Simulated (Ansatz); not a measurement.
# Nb: the change of energy above lowest point and pressure with volume per atom

All results are calculated (Ansatz 0.2.0 development build). Equation of state of a cubic crystal from periodic Kohn-Sham density functional theory without spin; pressure corrected for the finite basis.

Cell of the first row (space group Fd-3m, No. 227):
```
cell vectors (Å)
   0.0000     2.8954     2.8954
   2.8954     0.0000     2.8954
   2.8954     2.8954     0.0000
atoms (fractions of the cell vectors)
Nb  0.00000  0.00000  0.00000
Nb  0.25000  0.25000  0.25000
```

Settings of every row: formula Nb; structure type diamond; functional PBE; spin treatment none; k mesh 32x32x32; occupation method fermi-dirac; occupation width 0.061225619 eV; wave cutoff 420 eV; datasets soft-1 PAW; density cutoff ratio 4.

Limits: a cubic model structure, not a phase known at ambient conditions; some atoms lie unusually close (a squeezed, shaken or made-up cell).

| row | volume per atom (Å³) | energy above lowest point (meV/atom) | pressure (GPa) |
| --- | --- | --- | --- |
| 1 | 24.274 | 20.23 | 4.554 |
| 2 | 24.791 | 8.38 | 2.828 |
| 3 | 25.307 | 1.81 | 1.274 |
| 4 | 25.823 | 0 | -0.124 |
| 5 | 26.34 | 2.46 | -1.382 |
| 6 | 26.856 | ? | ? |
| 7 | 27.373 | 18.54 | -3.527 |

Question: what energy above lowest point and pressure should row 6 give?

Worked fit of energy above lowest point. Take u = (V_r/V)^(2/3) − 1 with V_r = 25.565 Å³ an atom, which is twice the finite (Eulerian) strain; such expansions in the strain, on which the Birch-Murnaghan equation of state is built, carry the rest volume and the bulk modulus. The shown rows have u = 0.03515, 0.02071, 0.00679, -0.00667, -0.01971, -0.04453. Least squares give energy above lowest point = 0.345 + 133.47 × u + 12243.4 × u² + 1571 × u³ meV/atom; a parabola predicts inner rows, each left out in turn, worse (root mean square 0.032 against 0.0087 meV/atom). The rows lie off it by 0.00, 0.01, -0.01, 0.00, 0.00, 0.00. Its lowest point lies at u = -0.0055, or V = 25.78 Å³ an atom, and the curvature there gives the bulk modulus at fixed shape and fractions, B = (4/9)(1 + u)² E″(u)/V = 66.8 GPa. The withheld row has u = -0.03231, so the fit gives 0.345 + 133.47 × (-0.03231) + 12243.4 × (-0.03231)² + 1571 × (-0.03231)³ = 8.76 meV/atom.

The calculation gave 8.77 meV/atom. The fit lies 0.01 meV/atom (0.049 % of the column's range) below it, one unit of the last digit.

Worked fit of pressure. Take u = (V_r/V)^(2/3) − 1 with V_r = 25.565 Å³ an atom, which is twice the finite (Eulerian) strain; such expansions in the strain, on which the Birch-Murnaghan equation of state is built, carry the rest volume and the bulk modulus. The shown rows have u = 0.03515, 0.02071, 0.00679, -0.00667, -0.01971, -0.04453. Least squares give pressure = 0.5568 + 103.824 × u + 277.5 × u² + 121 × u³ GPa; a parabola predicts inner rows, each left out in turn, worse (root mean square 0.0027 against 0.0016 GPa). The rows lie off it by 0.000, 0.001, -0.001, -0.001, 0.001, 0.000. The pressure vanishes at u = -0.0054, or V = 25.78 Å³ an atom, and there the bulk modulus at fixed shape and fractions is B = −V dP/dV = (2/3)(1 + u) dP/du = 66.8 GPa. The withheld row has u = -0.03231, so the fit gives 0.5568 + 103.824 × (-0.03231) + 277.5 × (-0.03231)² + 121 × (-0.03231)³ = -2.512 GPa.

The calculation gave -2.512 GPa. The fit meets it to the printed digit.
